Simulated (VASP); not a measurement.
# BaTiO3 (R3m) in VASP: further runs

Aim: see how the results for BaTiO3 move with the level of theory and the settings. Levels: SCAN, RPBE+D3, LDA. Tasks: single point, relaxation of cell and atoms.

Everything below comes from runs of VASP 6.6.1. Logs are shortened: lines on timing, memory, paths and dates and some standing lists are left out, and cuts for length are marked.

### 1 Starting point

Symmetry: R3m, No. 160, trigonal system. Conventional cell: a = 5.655 Å, b = 5.655 Å, c = 6.955 Å, α = 90.00°, β = 90.00°, γ = 120.00°. Ba (site symmetry 3m) is surrounded by 12 O at 2.79 to 2.89 Å. Around Ti (site symmetry 3m) lie 6 O at 1.87 to 2.14 Å. Around O (site symmetry m) lie 2 Ti at 1.87 to 2.14 Å.

### 2 Single point, SCAN

run.py

```python
from ase import Atoms
from ase.calculators.vasp import Vasp
from ase.dft.bandgap import bandgap

atoms = Atoms(
    ['Ba', 'Ti', 'O', 'O', 'O'],
    cell=[[2.8273666084, 1.6323808724, 2.3183934932], [-2.8273666084, 1.6323808724, 2.3183934932], [0.0, -3.2647617449, 2.3183934932]],
    scaled_positions=[[0.0, 0.0, 0.0], [0.4845, 0.4845, 0.4845], [0.5086, 0.0175, 0.5086], [0.0175, 0.5086, 0.5086], [0.5086, 0.5086, 0.0175]],
    pbc=True,
)
calc = Vasp(
    directory='calc',
    xc='scan',
    pp='PBE',
    setups='recommended',
    prec='Accurate',
    encut=520,
    ediff=1e-06,
    ismear=0,
    sigma=0.01,
    lreal=False,
    lasph=True,
    nelm=60,
    algo='Normal',
    isif=2,
    lwave=False,
    lcharg=True,
    lmixtau=True,
    lelf=True,
    lvhar=True,
    kpts=[7, 7, 7],
    gamma=True,
    nbands=28,
)
atoms.calc = calc

print('energy (eV):', atoms.get_potential_energy())
print('free energy (eV):', atoms.get_potential_energy(force_consistent=True))
print('forces (eV/A):')
print(atoms.get_forces())
print('stress (eV/A^3, Voigt):', atoms.get_stress())
print('Fermi level (eV):', calc.get_fermi_level())
gap, top, bottom = bandgap(calc)
print('band gap (eV):', gap, 'from (spin, k, band)', top, 'to', bottom)
```

Potentials or basis: VASP PAW PBE potentials, release 64 (Ba_sv, Ti_sv, O).

The run is started by

```console
$ python run.py
```

The program printed:

```text
energy (eV): -91.35069677
free energy (eV): -91.35069677
forces (eV/A):
[[ 0.          0.         -0.15990952]
 [ 0.         -0.          0.31758841]
 [ 0.06677292 -0.03855136 -0.05255963]
 [-0.06677292 -0.03855136 -0.05255963]
 [ 0.          0.07710273 -0.05255963]]
stress (eV/A^3, Voigt): [-0.01912704 -0.01912704 -0.01792498  0.         -0.         -0.        ]
Fermi level (eV): 3.51098101
band gap (eV): 2.8379 from (spin, k, band) (0, np.int64(42), np.int64(19)) to (0, np.int64(0), np.int64(20))
```

OUTCAR:

```text
ENCUT = 520.000000
   EDIFF = 1.00e-06
   METAGGA = SCAN
   PREC = Accurate
   ISIF = 2
   ISMEAR = 0
   NELM = 60
   LASPH = .TRUE.
   LREAL = .FALSE.

 ion  position               nearest neighbor table
   1  0.000  0.000  0.000-   5 2.79   4 2.79   3 2.79   4 2.83   3 2.83   4 2.83   3 2.83   5 2.83
                             5 2.83   5 2.89   4 2.89   3 2.89   2 3.37   2 3.43   2 3.43   2 3.43
   2  0.484  0.484  0.484-   3 1.87   4 1.87   5 1.87   3 2.14   4 2.14   5 2.14   1 3.37   1 3.43
                             1 3.43   1 3.43   1 3.50   1 3.50   1 3.50   1 3.59
   3  0.509  0.017  0.509-   2 1.87   2 2.14   1 2.79   1 2.83   1 2.83   1 2.89
   4  0.017  0.509  0.509-   2 1.87   2 2.14   1 2.79   1 2.83   1 2.83   1 2.89
   5  0.509  0.509  0.017-   2 1.87   2 2.14   1 2.79   1 2.83   1 2.83   1 2.89

  LATTYP: Found a trigonal (rhomboedric) cell.
 ALAT       =     4.0042000000
 COS(alpha) =     0.0028448828

  Lattice vectors:

 A1 = (   2.8273666084,   1.6323808724,   2.3183934932)
 A2 = (  -2.8273666084,   1.6323808724,   2.3183934932)
 A3 = (   0.0000000000,  -3.2647617449,   2.3183934932)

Analysis of symmetry for initial positions (statically):
=====================================================================
 Subroutine PRICEL returns:
 Original cell was already a primitive cell.

 Routine SETGRP: Setting up the symmetry group for a
 trigonal (rhombohedral) supercell.

 Subroutine GETGRP returns: Found  6 space group operations
 (whereof  6 operations were pure point group operations)
 out of a pool of 12 trial point group operations.

The static configuration has the point symmetry C_3v.

Analysis of symmetry for dynamics (positions and initial velocities):
=====================================================================
 Subroutine PRICEL returns:
 Original cell was already a primitive cell.

 Routine SETGRP: Setting up the symmetry group for a
 trigonal (rhombohedral) supercell.

 Subroutine GETGRP returns: Found  6 space group operations
 (whereof  6 operations were pure point group operations)
 out of a pool of 12 trial point group operations.

The dynamic configuration has the point symmetry C_3v.

 Subroutine INISYM returns: Found  6 space group operations
 (whereof  6 operations are pure point group operations),
 and found     1 'primitive' translations

----------------------------------------------------------------------------------------

                                     Primitive cell

  volume of cell :      64.2010

  direct lattice vectors                    reciprocal lattice vectors
     2.827366608  1.632380872  2.318393493     0.176843002  0.102100355  0.143777721
    -2.827366608  1.632380872  2.318393493    -0.176843002  0.102100355  0.143777721
     0.000000000 -3.264761745  2.318393493     0.000000000 -0.204200710  0.143777721

  length of vectors
     4.004200000  4.004200000  4.004200000     0.249739791  0.249739791  0.249739791

  position of ions in fractional coordinates (direct lattice)
     0.000000000  0.000000000  0.000000000
     0.484500000  0.484500000  0.484500000
     0.508600000  0.017500000  0.508600000
     0.017500000  0.508600000  0.508600000
     0.508600000  0.508600000  0.017500000

  ion indices of the primitive-cell ions
   primitive index   ion index
                 1           1
                 2           2
                 3           3
                 4           4
                 5           5

----------------------------------------------------------------------------------------

 KPOINTS: KPOINTS created by Atomic Simulation Env

Automatic generation of k-mesh.
 Grid dimensions read from file:
 generate k-points for:    7    7    7

 Generating k-lattice:

  Cartesian coordinates                     Fractional coordinates (reciprocal lattice)
     0.025263286  0.014585765  0.020539674     0.142857143  0.000000000  0.000000000
    -0.025263286  0.014585765  0.020539674     0.000000000  0.142857143  0.000000000
     0.000000000 -0.029171530  0.020539674     0.000000000  0.000000000  0.142857143

  Length of vectors
     0.035677113  0.035677113  0.035677113

  Shift w.r.t. Gamma in fractional coordinates (k-lattice)
     0.000000000  0.000000000  0.000000000

 Subroutine IBZKPT returns following result:
 ===========================================

 Found     44 irreducible k-points:

 Following reciprocal coordinates:
            Coordinates               Weight
  0.000000  0.000000  0.000000      1.000000
  0.142857  0.000000  0.000000      6.000000
  0.285714  0.000000  0.000000      6.000000
  0.428571  0.000000  0.000000      6.000000
  0.142857  0.142857  0.000000      6.000000
  0.285714  0.142857  0.000000     12.000000
[... 16 lines left out ...]
  0.285714  0.285714  0.142857      6.000000
  0.428571  0.285714  0.142857     12.000000
 [... further k-points ...]
[... 28 lines left out ...]
   PSTRESS=    0.0 pullay stress
   NELECT =      40.0000    total number of electrons
   NUPDOWN=      -1.0000    fix difference up-down
   EMIN   =  10.00;   EMAX   =-10.00  energy-range for DOS
   EFERMI =   0.00;   METHOD = LEGACY
   ISMEAR =     0;   SIGMA  =   0.01  broadening in eV -4-tet -1-fermi 0-gaus
   EFERMI_NEDOS =   21; number of points for ismear=-14 and -15
   IALGO  =     38    algorithm
   IMIX   =      4    mixing-type and parameters
     AMIX     =   0.40;   BMIX     =  1.00
     AMIX_MAG =   1.60;   BMIX_MAG =  1.00
  volume/ion in A,a.u.               =      12.84        86.65
  Fermi-wavevector in a.u.,A,eV,Ry     =   1.398237  2.642285 26.600301  1.955067
  Thomas-Fermi vector in A             =   2.521415
   LORBIT       =      0    0 simple, 1 ext, 2 COOP (PROOUT), +10 PAW based schemes
   METAGGA = SCAN    functional components
   LHFCALC =     F    Hartree Fock is set to
   AEXX    =    0.0000 exact exchange contribution
   IVDW    =     0    specifies the selected vdW correction
   LEPSILON=     F    determine dielectric tensor
   LRPA    =     F    only Hartree local field effects (RPA)
 non-spin polarized calculation
 Gauss-broadening in eV      SIGMA  =   0.01
  energy-cutoff  :      520.00
  volume of cell :       64.20
 maximum number of plane-waves:      1752
 NGX is ok and might be reduce to    30
   NGX = 15   NGY = 15   NGZ = 15

 number of electron      39.9999999 magnetization

 Free energy of the ion-electron system (eV)
  ---------------------------------------------------
  ext. energy  EPLUGINS =         0.00000000
  ---------------------------------------------------
  free energy    TOTEN  =       -91.35069677 eV

  energy without entropy =      -91.35069677  energy(sigma->0) =      -91.35069677

 E-fermi :   3.5110     XC(G=0): -11.8830

 val. band max:        3.3835591220   @ k =   0.4286   0.4286   0.4286
 cond. band min:       6.2215343025   @ k =   0.0000   0.0000   0.0000
 fundamental gap:      2.8379751805
 Fermi energy:         3.5109810078

 k-point     1 :       0.0000    0.0000    0.0000
  band No.  band energies     occupation
      1     -55.2040      2.00000
      2     -30.3376      2.00000
      3     -30.3367      2.00000
      4     -30.3367      2.00000
      5     -22.0546      2.00000
      6     -14.4315      2.00000
[... 20 lines left out ...]
     27       9.0532      0.00000
     28      11.6337      0.00000

 k-point     2 :       0.1429    0.0000    0.0000
  band No.  band energies     occupation
      1     -55.2038      2.00000
      2     -30.3482      2.00000
      3     -30.3368      2.00000
      4     -30.3363      2.00000
      5     -22.0312      2.00000
      6     -14.4430      2.00000
[... 20 lines left out ...]
     27       9.4599      0.00000
     28      12.1223      0.00000

 k-point     3 :       0.2857    0.0000    0.0000
  band No.  band energies     occupation
      1     -55.2033      2.00000
      2     -30.3732      2.00000
      3     -30.3360      2.00000
      4     -30.3355      2.00000
      5     -21.9778      2.00000
      6     -14.5300      2.00000
[... 616 lines left out ...]
      3     -30.3703      2.00000
      4     -30.3454      2.00000
      5     -21.9034      2.00000
      6     -14.2920      2.00000
[... 20 lines left out ...]
     27      11.8715      0.00000
     28      12.5744      0.00000

 k-point    24 :       0.4286    0.2857    0.1429
  band No.  band energies     occupation
      1     -55.2020      2.00000
      2     -30.3904      2.00000
      3     -30.3699      2.00000
      4     -30.3446      2.00000
      5     -21.8709      2.00000
      6     -14.2547      2.00000
[... 20 lines left out ...]
     27      12.5294      0.00000
     28      12.6488      0.00000

 [... further k-points ...]

------------------------ aborting loop because EDIFF is reached ----------------------------------------

  FORCE on cell =-STRESS in cart. coord.  units (eV):
  Direction    XX          YY          ZZ          XY          YZ          ZX
  --------------------------------------------------------------------------------------
  -------------------------------------------------------------------------------------
  Total        1.2279751      1.2279751      1.1508020      0.0000000     -0.0000000      0.0000000
  in kB       30.6448948     30.6448948     28.7189912      0.0000000     -0.0000000      0.0000000
  external PRESSURE =      30.0029269 kB  Pullay stress =       0.0000000 kB

 VOLUME and BASIS-vectors are now :
 -----------------------------------------------------------------------------
  energy-cutoff  :      520.00
  volume of cell :       64.20
      direct lattice vectors                 reciprocal lattice vectors
     2.827366608  1.632380872  2.318393493     0.176843002  0.102100355  0.143777721
    -2.827366608  1.632380872  2.318393493    -0.176843002  0.102100355  0.143777721
     0.000000000 -3.264761745  2.318393493     0.000000000 -0.204200710  0.143777721

 POSITION                                       TOTAL-FORCE (eV/Angst)
 -----------------------------------------------------------------------------------
      0.00000      0.00000      0.00000         0.000000      0.000000     -0.159910
      0.00000     -0.00000      3.36978         0.000000     -0.000000      0.317588
      1.38852     -0.80166      2.39884         0.066773     -0.038551     -0.052560
     -1.38852     -0.80166      2.39884        -0.066773     -0.038551     -0.052560
      0.00000      1.60332      2.39884         0.000000      0.077103     -0.052560
 -----------------------------------------------------------------------------------
    total drift:                                0.000000     -0.000001      0.142174

  FREE ENERGIE OF THE ION-ELECTRON SYSTEM (eV)
  ---------------------------------------------------
  free  energy   TOTEN  =       -91.3506967651 eV

  energy  without entropy=      -91.3506967651  energy(sigma->0) =      -91.35069677
```

INCAR:

```text
ENCUT = 520.000000
SIGMA = 0.010000
EDIFF = 1.00e-06
ALGO = Normal
METAGGA = SCAN
PREC = Accurate
ISIF = 2
ISMEAR = 0
NBANDS = 28
NELM = 60
LASPH = .TRUE.
LCHARG = .TRUE.
LELF = .TRUE.
LVHAR = .TRUE.
LWAVE = .FALSE.
LMIXTAU = .TRUE.
LREAL = .FALSE.
```

Wall time 4.8 min (1 thread of Intel Xeon Platinum 8259CL at 2.50GHz (Skylake/Cascade Lake), shared host); peak memory 0.22 GiB.

What came out:

| Item | Value |
| --- | --- |
| Free energy | -91.3507 eV |
| Pressure | 3.0 GPa |
| Largest force | 0.318 eV/Å |
| Band gap on the k mesh | 2.84 eV, indirect (least direct gap 3.19 eV) |

Forces in eV/Å, atoms in the order of the input:
```
Ba   0.000  0.000 -0.160
Ti   0.000  0.000  0.318
O    0.067 -0.039 -0.053
O   -0.067 -0.039 -0.053
O    0.000  0.077 -0.053
```

Levels at points of the mesh, in eV from the valence-band top:
| k point | band 18 | band 19 | band 20 | band 21 | band 22 | band 23 |
| --- | --- | --- | --- | --- | --- | --- |
| (0.00, 0.00, 0.00) | -0.47 | -0.35 | -0.35 | 2.84 | 2.84 | 2.96 |

Caveat: the PAW data sets were made with another functional, which shifts forces and pressure a little; spin-orbit coupling is left out, which moves the levels of the heavy elements; an odd mesh through Γ misses points on the zone boundary, where band edges often lie. SCAN opens gaps a little over a GGA but as a rule still falls short of measured ones.

### 3 Single point, RPBE+D3

run.py

```python
from ase.calculators.vasp import Vasp
from ase.dft.bandgap import bandgap
from ase.spacegroup import crystal

atoms = crystal(
    ['Ba', 'Ti', 'O'],
    basis=[[0.0, 0.0, 0.0], [0.3333333333, 0.6666666667, 0.1511666667], [0.4970333333, 0.5029666667, 0.0115666667]],
    spacegroup=160,
    setting=1,
    cellpar=[5.65473322, 5.65473322, 6.95518048, 90.0, 90.0, 120.0],
    primitive_cell=True,
)
calc = Vasp(
    directory='calc',
    xc='rpbe',
    pp='PBE',
    setups='recommended',
    prec='Accurate',
    encut=520,
    ediff=1e-06,
    ismear=0,
    sigma=0.05,
    lreal=False,
    lasph=True,
    nelm=100,
    algo='Normal',
    isif=2,
    lwave=False,
    lcharg=False,
    ivdw=11,
    kpts=[7, 7, 7],
    gamma=True,
)
atoms.calc = calc

print('energy (eV):', atoms.get_potential_energy())
print('free energy (eV):', atoms.get_potential_energy(force_consistent=True))
print('forces (eV/A):')
print(atoms.get_forces())
print('stress (eV/A^3, Voigt):', atoms.get_stress())
print('Fermi level (eV):', calc.get_fermi_level())
gap, top, bottom = bandgap(calc)
print('band gap (eV):', gap, 'from (spin, k, band)', top, 'to', bottom)
```

Potentials or basis: VASP PAW PBE potentials, release 64 (O, Ti_sv, Ba_sv).

The run is started by

```console
$ python run.py
```

It took 72 s on 1 thread of Intel Xeon Platinum 8259CL at 2.50GHz (Skylake/Cascade Lake), shared host; peak memory 0.23 GiB.

The run converged. Its results:

```
Free energy                : -39.1258 eV
Pressure                   : 7.6 GPa
Largest force              : 0.173 eV/Å
Band gap on the k mesh     : 2.48 eV, indirect (least direct gap 2.82 eV)
Dispersion energy per atom : -0.251 eV
```

Forces in eV/Å, atoms in the order of the input:
```
O   -0.148 -0.086 -0.022
Ti   0.000  0.000  0.172
O    0.148 -0.086 -0.022
Ba   0.000  0.000 -0.106
O    0.000  0.171 -0.022
```

Stress tensor (GPa, compression positive):
```
7.63 0.00 0.00
0.00 7.63 0.00
0.00 0.00 7.41
```

Levels at points of the mesh, in eV from the valence-band top:
| k point | band 17 | band 18 | band 19 | band 20 | band 21 | band 22 | band 23 | band 24 |
| --- | --- | --- | --- | --- | --- | --- | --- | --- |
| (0.00, 0.00, 0.00) | -1.00 | -0.47 | -0.34 | -0.34 | 2.48 | 2.48 | 2.61 | 4.54 |

Caveat: the PAW data sets were made with another functional, which shifts forces and pressure a little; spin-orbit coupling is left out, which moves the levels of the heavy elements; an odd mesh through Γ misses points on the zone boundary, where band edges often lie.

### 4 Relaxation of cell and atoms, LDA

INCAR

```
SYSTEM = BaTiO3
PREC = Accurate
ENCUT = 600
EDIFF = 1E-7
ISMEAR = 0
SIGMA = 0.02
LREAL = .False.
LASPH = .True.
NELM = 60
ALGO = Normal
ISIF = 3
LWAVE = .False.
LCHARG = .False.
GGA = CA
IBRION = 2
NSW = 40
EDIFFG = -0.02
KPAR = 2
```

KPOINTS

```
Automatic mesh
0
Gamma
  6 6 6
  0 0 0
```

POSCAR

```
BaTiO3
1.0
    2.8273666084      1.6323808724      2.3183934932
   -2.8273666084      1.6323808724      2.3183934932
    0.0000000000     -3.2647617449      2.3183934932
Ba Ti O
1 1 3
Direct
    0.0000000000      0.0000000000      0.0000000000
    0.4845000000      0.4845000000      0.4845000000
    0.5086000000      0.0175000000      0.5086000000
    0.0175000000      0.5086000000      0.5086000000
    0.5086000000      0.5086000000      0.0175000000
```

Potentials or basis: VASP PAW LDA potentials, release 64 (Ba_sv, Ti_sv, O).

The run is started by

```console
$ cat potpaw_LDA.64/Ba_sv/POTCAR potpaw_LDA.64/Ti_sv/POTCAR potpaw_LDA.64/O/POTCAR > POTCAR
$ mpirun -np 2 vasp_std > vasp.out
```

It took 2.8 min on 2 MPI ranks of Intel Xeon Platinum 8259CL at 2.50GHz (Skylake/Cascade Lake), shared host; peak memory 0.2 GiB.

Results (log left out):

| Property | Result |
| --- | --- |
| Free energy | -44.1773 eV |
| Relaxed volume | 12.43 Å³/atom |
| Relaxed cell | a = 3.961 Å, b = 3.961 Å, c = 3.961 Å, α = 89.92°, β = 89.92°, γ = 89.92° |
| Space group after relaxing (to 0.05 Å) | R3m (No. 160) |
| Energy gained by relaxing | 6.1 meV/atom |
| Ionic steps | 10 |
| Pressure after relaxing | 0.0 GPa |
| Largest force after relaxing | 0.019 eV/Å |
| Band gap on the k mesh | 2.08 eV, indirect (least direct gap 2.33 eV) |

Forces on the atoms (eV/Å):
```
Ba   0.000  0.000  0.014
Ti   0.000  0.000  0.006
O    0.015 -0.009 -0.006
O   -0.015 -0.009 -0.006
O    0.000  0.018 -0.006
```

Stress tensor (GPa, compression positive):
```
 0.05  0.00  0.00
 0.00  0.05  0.00
 0.00  0.00 -0.05
```

The path:
| step | energy change (eV) | largest force (eV/Å) | pressure (GPa) | volume (Å³) |
| --- | --- | --- | --- | --- |
| 1 | 0.0000 | 0.1430 | -4.06 | 64.20 |
| 2 | -0.0015 | 0.5365 | 4.61 | 61.22 |
| 3 | -0.0205 | 0.3212 | 0.16 | 62.66 |
| 4 | -0.0278 | 0.1670 | 0.13 | 62.37 |
| 5 | -0.0293 | 0.0773 | 0.22 | 62.16 |
| 6 | -0.0299 | 0.0379 | -0.31 | 62.31 |
| 7 | -0.0299 | 0.0369 | -0.38 | 62.33 |
| 8 | -0.0303 | 0.0272 | -0.10 | 62.22 |
| 9 | -0.0303 | 0.0262 | 0.03 | 62.17 |
| 10 | -0.0305 | 0.0189 | 0.02 | 62.15 |

Final structure:
```
Ba Ti O
1.0
     2.79889    1.61594    2.29023
    -2.79889    1.61594    2.29023
     0.00000   -3.23188    2.29023
Ba Ti O
1 1 3
Cartesian
  0.0000 0.0000 6.8653
  0.0000 0.0000 3.3675
  1.3854 -0.7998 2.3586
  -1.3854 -0.7998 2.3586
  0.0000 1.5997 2.3586
```

Levels at points of the mesh, in eV from the valence-band top:
```tsv
k point	band 18	band 19	band 20	band 21	band 22	band 23
(0.00, 0.00, 0.00)	-0.36	-0.26	-0.26	2.08	2.08	2.19
(0.50, 0.00, 0.00)	-1.75	-0.87	-0.78	2.27	3.77	3.83
(0.50, 0.50, 0.00)	-0.86	-0.83	-0.10	3.82	3.82	4.19
(0.50, 0.50, 0.50)	-0.01	-0.01	0.00	4.42	4.50	4.50
```

Caveat: spin-orbit coupling is left out, which moves the levels of the heavy elements.

### 5 Overview

```csv
task,level,potentials or basis,cell,k mesh,cutoff (eV),smearing,ladder,other keys,gap on the mesh (eV),pressure (GPa),largest force (eV/Å)
single point,SCAN,"VASP PAW PBE potentials, release 64 (Ba_sv, Ti_sv, O)",as given,7 × 7 × 7,520,gaussian 0.01 eV,-,ISMEAR = 0; SIGMA = 0.01,2.84,3.0,0.32
single point,RPBE+D3,"VASP PAW PBE potentials, release 64 (O, Ti_sv, Ba_sv)",as given,7 × 7 × 7,520,gaussian 0.05 eV,-,-,2.48,7.6,0.17
relaxation of cell and atoms,LDA,"VASP PAW LDA potentials, release 64 (Ba_sv, Ti_sv, O)",relaxed,6 × 6 × 6,600,gaussian 0.02 eV,gaps,-,2.08,0.0,0.02
```

Alike in all rows: no spin polarisation.

Caveats: spin-orbit coupling is left out, which moves the levels of the heavy elements; the PAW data sets were made with another functional, which shifts forces and pressure a little (some runs); an odd mesh through Γ misses points on the zone boundary, where band edges often lie (some runs).

Total energies depend on the potentials used, so only differences within one code and one set of settings carry meaning.
